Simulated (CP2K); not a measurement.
# Nb (P-1) in CP2K: settings compared

The runs below take Nb through band structure, with PBE, LDA, PBEsol, AM05, optB88-vdW.

All numbers are computed with CP2K 2026.2; they aren't measurements. Logs are shortened: lines on timing, memory, paths and dates and some standing lists are left out, and cuts for length are marked.

## 1. The crystal as given

The typed cell holds 1 atom: a = 2.707 Å, b = 3.357 Å, c = 2.926 Å, α = 126.55°, β = 106.47°, γ = 102.66°.

This isn't the form of Nb at room conditions, which is bcc.

## 2. Band structure, PBE

Contents of nb_bands.inp:

```
&GLOBAL
  PROJECT nb_bands
  RUN_TYPE ENERGY_FORCE
  PRINT_LEVEL LOW
&END GLOBAL
&FORCE_EVAL
  METHOD QS
  STRESS_TENSOR ANALYTICAL
  &DFT
    BASIS_SET_FILE_NAME BASIS_MOLOPT_UZH
    POTENTIAL_FILE_NAME POTENTIAL_UZH
    &MGRID
      CUTOFF 675
      REL_CUTOFF 60
      NGRIDS 5
    &END MGRID
    &QS
      METHOD GPW
      EPS_DEFAULT 1.0E-10
    &END QS
    &KPOINTS
      SCHEME MONKHORST-PACK 12 11 13
      GAMMA_CENTERED T
      SYMMETRY T
      SYMMETRY_BACKEND SPGLIB
    &END KPOINTS
    &SCF
      SCF_GUESS ATOMIC
      EPS_SCF 1.0E-6
      MAX_SCF 100
      ADDED_MOS 11
      CHOLESKY OFF
      EPS_EIGVAL 1.0E-7
      &DIAGONALIZATION ON
        ALGORITHM STANDARD
      &END DIAGONALIZATION
      &MIXING ON
        METHOD BROYDEN_MIXING
        ALPHA 0.4
        BETA 1.5
        NBUFFER 8
      &END MIXING
      &SMEAR ON
        METHOD FERMI_DIRAC
        ELECTRONIC_TEMPERATURE 580.23
      &END SMEAR
    &END SCF
    &XC
      &XC_FUNCTIONAL PBE
      &END XC_FUNCTIONAL
    &END XC
    &PRINT
      &KPOINTS ON
      &END KPOINTS
      &MULLIKEN ON
      &END MULLIKEN
      &MO ON
        ENERGIES T
        OCCUPATION_NUMBERS T
        &EACH
          QS_SCF 0
        &END EACH
        ADD_LAST NUMERIC
      &END MO
      &BAND_STRUCTURE
        FILE_NAME bands.bs
        ADDED_MOS 4
        &KPOINT_SET
          UNITS B_VECTOR
          NPOINTS 6
          SPECIAL_POINT X 0.00000000 0.50000000 0.00000000
          SPECIAL_POINT GAMMA 0.00000000 0.00000000 0.00000000
          SPECIAL_POINT Y 0.00000000 -0.50000000 0.50000000
        &END KPOINT_SET
        &KPOINT_SET
          UNITS B_VECTOR
          NPOINTS 6
          SPECIAL_POINT L 0.00000000 0.00000000 0.50000000
          SPECIAL_POINT GAMMA 0.00000000 0.00000000 0.00000000
          SPECIAL_POINT Z 0.50000000 0.00000000 -0.50000000
        &END KPOINT_SET
        &KPOINT_SET
          UNITS B_VECTOR
          NPOINTS 6
          SPECIAL_POINT N 0.50000000 0.50000000 -0.50000000
          SPECIAL_POINT GAMMA 0.00000000 0.00000000 0.00000000
          SPECIAL_POINT M 0.50000000 -0.50000000 0.00000000
        &END KPOINT_SET
        &KPOINT_SET
          UNITS B_VECTOR
          NPOINTS 6
          SPECIAL_POINT R 0.50000000 0.00000000 0.00000000
          SPECIAL_POINT GAMMA 0.00000000 0.00000000 0.00000000
        &END KPOINT_SET
      &END BAND_STRUCTURE
    &END PRINT
  &END DFT
  &SUBSYS
    &CELL
      A 2.7068216598 0.0000000000 0.0000000000
      B -0.7359983805 3.2752805000 0.0000000000
      C -0.8296139598 -1.9725339830 1.9962226719
      PERIODIC XYZ
    &END CELL
    &COORD
      SCALED
      Nb  0.0000000000 0.0000000000 0.0000000000
    &END COORD
    &KIND Nb
      BASIS_SET TZVP-MOLOPT-PBE-GTH-q13
      POTENTIAL GTH-PBE-q13
    &END KIND
    &PRINT
      &ATOMIC_COORDINATES ON
      &END ATOMIC_COORDINATES
      &CELL ON
      &END CELL
    &END PRINT
  &END SUBSYS
  &PRINT
    &FORCES ON
    &END FORCES
    &STRESS_TENSOR ON
    &END STRESS_TENSOR
  &END PRINT
&END FORCE_EVAL
```

Potentials or basis: POTENTIAL_UZH Nb GTH-PBE-q13; TZVP-MOLOPT-PBE-GTH basis.

Command:

```console
> OMP_NUM_THREADS=1 cp2k.psmp -i nb_bands.inp -o nb_bands.out
```

nb_bands.out:

```text

 CP2K| version string:                                       CP2K version 2026.2
 CP2K| Input file name                                              nb_bands.inp

 GLOBAL| Force Environment number                                              1
 GLOBAL| Basis set file name                                    BASIS_MOLOPT_UZH
 GLOBAL| Potential file name                                       POTENTIAL_UZH
 GLOBAL| MM Potential file name                                     MM_POTENTIAL
 GLOBAL| Coordinate file name                                      __STD_INPUT__
 GLOBAL| Method name                                                        CP2K
 GLOBAL| Project name                                                   nb_bands
 GLOBAL| Run type                                                   ENERGY_FORCE
 GLOBAL| FFT library                                                       FFTW3
[... 8 lines left out ...]
 GLOBAL| CPU model name                                                  UNKNOWN

 CELL| Volume [angstrom^3]:                                            17.697712
 CELL| Vector a [angstrom]:       2.707     0.000     0.000   |a| =     2.706822
 CELL| Vector b [angstrom]:      -0.736     3.275     0.000   |b| =     3.356956
 CELL| Vector c [angstrom]:      -0.830    -1.973     1.996   |c| =     2.926441
 CELL| Angle (b,c), alpha [degree]:                                   126.547233
 CELL| Angle (a,c), beta  [degree]:                                   106.468555
 CELL| Angle (a,b), gamma [degree]:                                   102.664736
 CELL| Numerically orthorhombic:                                              NO
 CELL| Periodicity                                                           XYZ

 CELL_REF| Volume [angstrom^3]:                                        17.697712
 CELL_REF| Vector a [angstrom     2.707     0.000     0.000   |a| =     2.706822
 CELL_REF| Vector b [angstrom    -0.736     3.275     0.000   |b| =     3.356956
 CELL_REF| Vector c [angstrom    -0.830    -1.973     1.996   |c| =     2.926441
 CELL_REF| Angle (b,c), alpha [degree]:                               126.547233
 CELL_REF| Angle (a,c), beta  [degree]:                               106.468555
 CELL_REF| Angle (a,b), gamma [degree]:                               102.664736
 CELL_REF| Numerically orthorhombic:                                          NO
 CELL_REF| Periodicity                                                       XYZ
[... 9 lines left out ...]
 TOTAL NUMBERS AND MAXIMUM NUMBERS

  Total number of            - Atomic kinds:                                   1
                             - Atoms:                                          1
                             - Shell sets:                                     1
                             - Shells:                                        11
                             - Primitive Cartesian functions:                  6
                             - Cartesian basis functions:                     41
                             - Spherical basis functions:                     35

  Maximum angular momentum of- Orbital basis functions:                        3
                             - Local part of the GTH pseudopotential:          2
                             - Non-local part of the GTH pseudopotential:      4

 MODULE QUICKSTEP: ATOMIC COORDINATES IN ANGSTROM

[... 117 lines left out ...]
  Core Hamiltonian energy:                                     23.61421427067114
  Hartree energy:                                              29.86784595623049
  Exchange-correlation energy:                                 -6.88739078737715
  Electronic entropic energy:                                  -0.00028588025550
  Fermi energy:                                                 0.54965771230973

  Total energy:                                               -56.60969752041938
  Total energy (extrapolated to T->0):                        -56.60955458029163

 MO| EIGENVALUES AND OCCUPATION NUMBERS FOR K POINT 1
 MO|
 MO|  Index      Eigenvalue [a.u.]        Eigenvalue [eV]             Occupation
 MO|      1              -1.441694             -39.230481               2.000000
 MO|      2              -0.601960             -16.380152               2.000000
 MO|      3              -0.581236             -15.816240               2.000000
 MO|      4              -0.565089             -15.376852               2.000000
 MO|      5               0.410905              11.181307               2.000000
 MO|      6               0.428145              11.650419               2.000000
[... 322 lines left out ...]
 MO|     17               1.745696              47.502795               0.000000
 MO|     18               1.783513              48.531846               0.000000
 MO| Sum:                                                              12.000000
 MO| E(Fermi):            0.549658 a.u.         14.956947 eV

 [... the levels of further k-points ...]

 !-----------------------------------------------------------------------------!
                     Mulliken Population Analysis

 #  Atom  Element  Kind  Atomic population                           Net charge
       1     Nb       1         13.000000                             -0.000000
 # Total charge                             13.000000                 -0.000000

 !-----------------------------------------------------------------------------!

 KPOINTS| Band Structure Calculation
 KPOINTS| Number of k-point sets                                               4
 KPOINTS| Number of added MOs/bands                                            4
 KPOINTS| Number of k-points in set    1                                      13
 KPOINTS| In units of b-vector [2pi/Bohr]
 KPOINTS| Special point     1           X     0.000000     0.500000     0.000000
 KPOINTS| Special point     2       GAMMA     0.000000     0.000000     0.000000
 KPOINTS| Special point     3           Y     0.000000    -0.500000     0.500000
 KPOINTS| Number of k-points in set    2                                      13
 KPOINTS| In units of b-vector [2pi/Bohr]
 KPOINTS| Special point     1           L     0.000000     0.000000     0.500000
 KPOINTS| Special point     2       GAMMA     0.000000     0.000000     0.000000
 KPOINTS| Special point     3           Z     0.500000     0.000000    -0.500000
 KPOINTS| Number of k-points in set    3                                      13
 KPOINTS| In units of b-vector [2pi/Bohr]
 KPOINTS| Special point     1           N     0.500000     0.500000    -0.500000
 KPOINTS| Special point     2       GAMMA     0.000000     0.000000     0.000000
 KPOINTS| Special point     3           M     0.500000    -0.500000     0.000000
 KPOINTS| Number of k-points in set    4                                       7
 KPOINTS| In units of b-vector [2pi/Bohr]
 KPOINTS| Special point     1           R     0.500000     0.000000     0.000000
 KPOINTS| Special point     2       GAMMA     0.000000     0.000000     0.000000

 ENERGY| Total FORCE_EVAL ( QS ) energy [hartree]            -56.609697943937149

 FORCES| Atomic forces [hartree/bohr]
 FORCES|   Atom     x               y               z               |f|
 FORCES|      1  1.99834525E-13  3.05077812E-13 -1.13357349E-13   3.81911243E-13
 FORCES| Sum     1.99834525E-13  3.05077812E-13 -1.13357349E-13
 FORCES| Total atomic force                                       3.81911243E-13

 STRESS| Analytical stress tensor [bar]
 STRESS|                        x                   y                   z
 STRESS|      x        2.15014851113E+05  -4.33183339820E+03  -5.30091177968E+04
 STRESS|      y       -4.33183339820E+03  -1.78925324645E+04   1.29145502486E+05
 STRESS|      z       -5.30091177968E+04   1.29145502486E+05   1.86798421567E+05
 STRESS| 1/3 Trace                                             1.27973580072E+05
 STRESS| Determinant                                          -4.19869903422E+15

 STRESS| Eigenvectors and eigenvalues of the analytical stress tensor [bar]
 STRESS|                        1                   2                   3
 STRESS| Eigenvalues  -8.16003965502E+04   1.80577360177E+05   2.84943776588E+05
 STRESS|      x          -0.066153087574      0.809112549184      0.583918360525
 STRESS|      y           0.893970040686      0.308000451072     -0.325504667393
 STRESS|      z          -0.443217029637      0.500472381748     -0.743697559326
```

Run time: 3.2 min. Hardware: 1 thread of Arm Neoverse V1, shared host; peak memory 0.38 GiB.

What came out:

```
Free energy            : -1540.4282 eV
Pressure               : 12.8 GPa
Band gap on the k mesh : none (metal or under the smearing width)
```

Stress tensor (GPa, compression positive):
```
21.50 -0.43 -5.30
-0.43 -1.79 12.91
-5.30 12.91 18.68
```

Levels at the corners of the path, in eV from the Fermi level:
```csv
point,band 3,band 4,band 5,band 6,band 7,band 8,band 9,band 10
X,-30.15,-29.89,-4.07,-1.89,1.90,2.30,3.42,6.44
Γ,-29.65,-29.47,-6.13,-2.33,-0.29,1.61,3.23,4.85
Y,-29.72,-29.44,-3.94,-0.64,0.09,1.73,4.27,4.72
L,-30.75,-29.95,-4.45,-3.48,3.29,4.97,5.61,6.99
Γ,-29.65,-29.47,-6.13,-2.33,-0.29,1.61,3.23,4.85
Z,-30.65,-29.77,-4.25,-2.74,2.20,3.57,5.30,6.48
N,-30.72,-30.35,-4.42,-3.89,2.88,6.22,6.31,7.19
Γ,-29.65,-29.47,-6.13,-2.33,-0.29,1.61,3.23,4.85
M,-30.24,-29.86,-4.19,-3.22,2.52,3.65,4.83,6.56
R,-30.34,-30.01,-4.29,-1.08,1.12,2.58,2.95,7.18
Γ,-29.65,-29.47,-6.13,-2.33,-0.29,1.61,3.23,4.85
```

Caveat: the basis of atomic orbitals isn't converged, which shifts pressures, moduli and gaps.

## 3. Band structure, LDA

nb_bands.inp: that of step 2 with these lines changed.

```diff
@@ -48,3 +48,7 @@
     &XC
-      &XC_FUNCTIONAL PBE
+      &XC_FUNCTIONAL
+        &LDA_X
+        &END LDA_X
+        &LDA_C_PW
+        &END LDA_C_PW
       &END XC_FUNCTIONAL
```

Potentials or basis: POTENTIAL_UZH Nb GTH-PBE-q13; TZVP-MOLOPT-PBE-GTH basis.

Command:

```console
> OMP_NUM_THREADS=1 cp2k.psmp -i nb_bands.inp -o nb_bands.out
```

nb_bands.out:

```text

 CP2K| version string:                                       CP2K version 2026.2
 CP2K| Input file name                                              nb_bands.inp

 GLOBAL| Force Environment number                                              1
 GLOBAL| Basis set file name                                    BASIS_MOLOPT_UZH
 GLOBAL| Potential file name                                       POTENTIAL_UZH
 GLOBAL| MM Potential file name                                     MM_POTENTIAL
 GLOBAL| Coordinate file name                                      __STD_INPUT__
 GLOBAL| Method name                                                        CP2K
 GLOBAL| Project name                                                   nb_bands
 GLOBAL| Run type                                                   ENERGY_FORCE
 GLOBAL| FFT library                                                       FFTW3
[... 8 lines left out ...]
 GLOBAL| CPU model name                                                  UNKNOWN

 CELL| Volume [angstrom^3]:                                            17.697712
 CELL| Vector a [angstrom]:       2.707     0.000     0.000   |a| =     2.706822
 CELL| Vector b [angstrom]:      -0.736     3.275     0.000   |b| =     3.356956
 CELL| Vector c [angstrom]:      -0.830    -1.973     1.996   |c| =     2.926441
 CELL| Angle (b,c), alpha [degree]:                                   126.547233
 CELL| Angle (a,c), beta  [degree]:                                   106.468555
 CELL| Angle (a,b), gamma [degree]:                                   102.664736
 CELL| Numerically orthorhombic:                                              NO
 CELL| Periodicity                                                           XYZ

 CELL_REF| Volume [angstrom^3]:                                        17.697712
 CELL_REF| Vector a [angstrom     2.707     0.000     0.000   |a| =     2.706822
 CELL_REF| Vector b [angstrom    -0.736     3.275     0.000   |b| =     3.356956
 CELL_REF| Vector c [angstrom    -0.830    -1.973     1.996   |c| =     2.926441
 CELL_REF| Angle (b,c), alpha [degree]:                               126.547233
 CELL_REF| Angle (a,c), beta  [degree]:                               106.468555
 CELL_REF| Angle (a,b), gamma [degree]:                               102.664736
 CELL_REF| Numerically orthorhombic:                                          NO
 CELL_REF| Periodicity                                                       XYZ
[... 9 lines left out ...]
 TOTAL NUMBERS AND MAXIMUM NUMBERS

  Total number of            - Atomic kinds:                                   1
                             - Atoms:                                          1
                             - Shell sets:                                     1
[... 143 lines left out ...]
 MO|      4              -0.563407             -15.331094               2.000000
 MO|      5               0.403679              10.984673               2.000000
 MO|      6               0.420779              11.449983               2.000000
[... 322 lines left out ...]
 MO|     17               1.736116              47.242124               0.000000
 MO|     18               1.772842              48.241492               0.000000
 MO| Sum:                                                              12.000000
 MO| E(Fermi):            0.543386 a.u.         14.786286 eV

 [... the levels of further k-points ...]

 !-----------------------------------------------------------------------------!
                     Mulliken Population Analysis

 #  Atom  Element  Kind  Atomic population                           Net charge
       1     Nb       1         13.000000                             -0.000000
 # Total charge                             13.000000                 -0.000000

 !-----------------------------------------------------------------------------!

 KPOINTS| Band Structure Calculation
 KPOINTS| Number of k-point sets                                               4
 KPOINTS| Number of added MOs/bands                                            4
 KPOINTS| Number of k-points in set    1                                      13
 KPOINTS| In units of b-vector [2pi/Bohr]
 KPOINTS| Special point     1           X     0.000000     0.500000     0.000000
 KPOINTS| Special point     2       GAMMA     0.000000     0.000000     0.000000
 KPOINTS| Special point     3           Y     0.000000    -0.500000     0.500000
 KPOINTS| Number of k-points in set    2                                      13
 KPOINTS| In units of b-vector [2pi/Bohr]
 KPOINTS| Special point     1           L     0.000000     0.000000     0.500000
 KPOINTS| Special point     2       GAMMA     0.000000     0.000000     0.000000
 KPOINTS| Special point     3           Z     0.500000     0.000000    -0.500000
 KPOINTS| Number of k-points in set    3                                      13
 KPOINTS| In units of b-vector [2pi/Bohr]
 KPOINTS| Special point     1           N     0.500000     0.500000    -0.500000
 KPOINTS| Special point     2       GAMMA     0.000000     0.000000     0.000000
 KPOINTS| Special point     3           M     0.500000    -0.500000     0.000000
 KPOINTS| Number of k-points in set    4                                       7
 KPOINTS| In units of b-vector [2pi/Bohr]
 KPOINTS| Special point     1           R     0.500000     0.000000     0.000000
 KPOINTS| Special point     2       GAMMA     0.000000     0.000000     0.000000

 ENERGY| Total FORCE_EVAL ( QS ) energy [hartree]            -56.525557297335951

 FORCES| Atomic forces [hartree/bohr]
 FORCES|   Atom     x               y               z               |f|
 FORCES|      1  6.81686914E-14 -2.02709943E-13 -1.29209444E-13   2.49866708E-13
 FORCES| Sum     6.81686914E-14 -2.02709943E-13 -1.29209444E-13
 FORCES| Total atomic force                                       2.49866708E-13

 STRESS| Analytical stress tensor [bar]
 STRESS|                        x                   y                   z
 STRESS|      x        1.17211160943E+05  -6.92547174804E+03  -5.34491955779E+04
 STRESS|      y       -6.92547174804E+03  -9.58023003984E+04   1.19624601071E+05
 STRESS|      z       -5.34491955779E+04   1.19624601071E+05   9.57735737062E+04
 STRESS| 1/3 Trace                                             3.90608114169E+04
 STRESS| Determinant                                          -2.39509115084E+15

 STRESS| Eigenvectors and eigenvalues of the analytical stress tensor [bar]
 STRESS|                        1                   2                   3
 STRESS| Eigenvalues  -1.54349547504E+05   8.17744602647E+04   1.89757521490E+05
 STRESS|      x          -0.064112116008      0.811623393555      0.580652308714
 STRESS|      y           0.894875955258      0.304281569344     -0.326511487177
 STRESS|      z          -0.441686156997      0.498678447089     -0.745810394890
```

Wall time 3.3 min (1 thread of Arm Neoverse V1, shared host); peak memory 0.37 GiB.

Results:

| Property | Result |
| --- | --- |
| Free energy | -1538.1386 eV |
| Pressure | 3.9 GPa |
| Band gap on the k mesh | none (metal or under the smearing width) |

Levels at the corners of the path, in eV from the Fermi level:
```
point  band 3  band 4  band 5  band 6  band 7  band 8  band 9  band 10
    X  -29.92  -29.66   -4.11   -1.92    1.88    2.35    3.44     6.53
    Γ  -29.42  -29.23   -6.18   -2.35   -0.29    1.61    3.24     4.90
    Y  -29.49  -29.21   -3.99   -0.65    0.16    1.73    4.30     4.76
    L  -30.54  -29.72   -4.49   -3.51    3.30    4.99    5.70     7.10
    Γ  -29.42  -29.23   -6.18   -2.35   -0.29    1.61    3.24     4.90
    Z  -30.44  -29.54   -4.29   -2.77    2.19    3.61    5.39     6.57
    N  -30.51  -30.13   -4.46   -3.93    2.89    6.31    6.33     7.32
    Γ  -29.42  -29.23   -6.18   -2.35   -0.29    1.61    3.24     4.90
    M  -30.01  -29.63   -4.23   -3.25    2.57    3.66    4.87     6.65
    R  -30.12  -29.78   -4.33   -1.11    1.10    2.58    3.00     7.31
    Γ  -29.42  -29.23   -6.18   -2.35   -0.29    1.61    3.24     4.90
```

Caveat: the potentials were made for another functional, which shifts forces and pressure; the basis of atomic orbitals isn't converged, which shifts pressures, moduli and gaps.

(Continued in part 2 of 2.)
